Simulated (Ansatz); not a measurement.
# Ta4H: the cost of one run

Computed with Ansatz 0.2.0 (DFT PBE, scalar-relativistic, plane waves, PAW, unless a step's input says otherwise).

2 further runs of the same task are left out: 2 set aside as unsound or not needed.

### Step 1. The starting structure

The structure is monoclinic, space group Pm (No. 6). Conventional cell: a = 2.986 Å, b = 4.223 Å, c = 19.792 Å, α = 90.00°, β = 90.00°, γ = 90.00°. Ta (site symmetry m) is surrounded by 7 Ta at 2.99 to 3.06 Å. Ta (site symmetry m) has 11 Ta at 2.80 to 3.03 Å as nearest neighbours. Ta (site symmetry m) has 11 Ta at 2.86 to 3.06 Å as nearest neighbours. Ta (site symmetry m) has 1 H at 1.82 Å as nearest neighbours. H (site symmetry m) is surrounded by 1 Ta at 1.82 Å.

As a file:

```xyz
5
Lattice="2.9862 0.0000 0.0000 0.0000 4.2231 0.0000 0.0000 0.0000 19.7920" Properties=species:S:1:pos:R:3 pbc="T T T"
Ta    1.4931    2.1115    4.0000
Ta    0.0000    0.0000    5.4931
Ta    1.4931    2.1115    7.0628
Ta    0.0000    0.0000    8.2920
H     0.4977    0.0000   10.0383
```

This is the geometry of the first run shown, built on a cell relaxed beforehand with the same method.

### Step 2. Plan of the line

Atoms count from 1 in the order of the input.

H is moved over the surface cell; relaxed at each place: the height of the adsorbate's atoms; substrate rigid; the origin of the map has the adsorbate above Ta4.

The axes are (1) position of H5 along the first surface vector, from above Ta4: 6 values from 0.000 to 0.833, periodic; (2) position of H5 along the second surface vector, from above Ta4: 10 values from 0.0 to 0.9, periodic.

Relaxed at each point: the height of the adsorbate's atoms; substrate rigid. Points are written as (first, second).

The two vectors of the plane (Å): (2.986, 0.000, 0.000); (0.000, 4.223, 0.000).

### Step 3. Grid point (1/6, 0/10) of the map's two axes

Input file input.yaml:

```yaml
crystal:
  lattice:
    - [2.986180352, 0.0, 0.0]
    - [0.0, 4.2230967535, 0.0]
    - [0.0, 0.0, 19.7920392286]
  atoms:
    - { symbol: Ta, position: [0.5, 0.5, 0.2021014588] }
    - { symbol: Ta, position: [0.0, 0.0, 0.2775403844] }
    - { symbol: Ta, position: [0.5, 0.5, 0.3568510217] }
    - { symbol: Ta, position: [0.0, 0.0, 0.4189583061] }
    - { symbol: H, position: [0.1666666667, 0.0, 0.5071888768] }
basis:
  ecutwfc: 420
kpoints:
  mp_grid: { grid: [9, 6, 1] }
hamiltonian:
  xc: pbe
  pseudopotentials: { kind: paw, azcp: { folder: soft_1 } }
scf:
  occupations: { method: gaussian, width: 0.1 }
output:
  forces: true
  eigenvalues: true
relax:
  adjacent_minimum: "off"
  f_tol: 0.025
  max_steps: 16
  constraints: [{ sites: [0, 1, 2, 3] }, { sites: [4], fix: xy }]
efield:
  axis: 3
  dipole_correction: true
  ramp_width: 0.04
```

The run is started by

```bash
$ ansatz run input.yaml --threads 2 --pin off --max-ram 6144MiB --backend cpu --events-out ev --progress --plain --runs-dir out
```

What time and memory should one allow on 2 threads of Intel Xeon Platinum 8488C (Sapphire Rapids), shared host?

About 24 s, with a peak of 0.56 GiB.
